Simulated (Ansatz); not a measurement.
Ta$_{4}$N$_{5}$ (I4/m), ideal shear of a crystal plane

All numbers below come from Ansatz 0.2.0, DFT r2SCAN, scalar-relativistic, plane waves, PAW. The runs took a 500 eV cutoff, a Γ-centred 10×8×4 mesh and Gaussian smearing (0.15 eV). Spin–orbit coupling is left out, which can shift energies with elements as heavy as these. No spin polarisation. Energies are free energies at this smearing, counted from the undisturbed cell; pressure is positive in compression.

The undisturbed cell (relaxed at this level; it needn't be the usual structure):

```
Ta N
1.0
     0.00000    0.00000   -4.26376
    -3.43270   -3.43270   -2.13188
    -6.86541    6.86541    0.00000
Ta N
8 10
Direct
  0.19427 0.61146 0.33867
  0.69427 0.61146 0.83867
  0.08867 0.82267 0.05573
  0.58867 0.82267 0.55573
  0.91133 0.17733 0.44427
  0.41133 0.17733 0.94427
  0.80573 0.38854 0.16133
  0.30573 0.38854 0.66133
  0.00000 0.00000 0.25000
  0.50000 0.00000 0.75000
  0.10841 0.78318 0.54989
  0.60841 0.78318 0.04989
  0.29989 0.40022 0.14159
  0.79989 0.40022 0.64159
  0.70011 0.59978 0.35841
  0.20011 0.59978 0.85841
  0.89159 0.21682 0.95011
  0.39159 0.21682 0.45011
```

The cut lies on the cell's a–b face, a (-1 -1 0) plane (indices in the standard cell, whose axes needn't be the Cartesian ones shown) of area 20.70 Å², between layers 0.97 Å apart. Vector c is tilted by f times 1·a + 0·b (length 4.264 Å) with the atoms' Cartesian places fixed: one unrelaxed fault a cell. The traction is dγ/du, the slope of γ against the slip u in Å. Some rows repeat others by symmetry and weren't run.

```csv
f,γ (mJ/m²),traction (GPa)
0.0000,0,0.0
0.1000,902,44.5
0.2000,4009,101.2
0.3000,9062,125.3
0.4000,13547,77.7
0.5000,15332,0.0
0.6000,13547,-77.7
0.7000,9062,-125.3
0.8000,4009,-101.2
0.9000,902,-44.5
```

Q: Read off the first barrier and the stress needed to climb it, and compare with Frenkel's sinusoid.

A: The first sampled maximum lies at f = 0.500, a slip of 2.13 Å, with γ ≈ 15332 mJ/m², which stands in for the unstable fault energy γ_us, and the steepest sampled slope before it is 125.3 GPa. A sinusoid γ = γ_us sin²(πu/λ) with its maximum there has λ = 4.26 Å and a largest slope πγ_us/λ = 113.0 GPa (1 mJ/m² per Å = 0.01 GPa). The stand-in is too high: the stress and forces give a traction of 41.9 GPa across the line at this point, so it is no saddle, and slip that bends off the line crosses lower.

Q: Is there a metastable fault on this line?

A: Apart from points where γ returns to about zero, no local minimum shows among the samples, so at this sampling the line offers no fault for a dislocation to split on; a fault can still lie off the line.

The cut is rigid; relaxing the faces lowers these energies and usually the stresses.

In a metal these slopes depend on the k mesh and the smearing.

Cost: 6 runs of about 25 core-minutes in all, on Oxide Virtual Turin-like Processor (Zen 5) (shared hosts).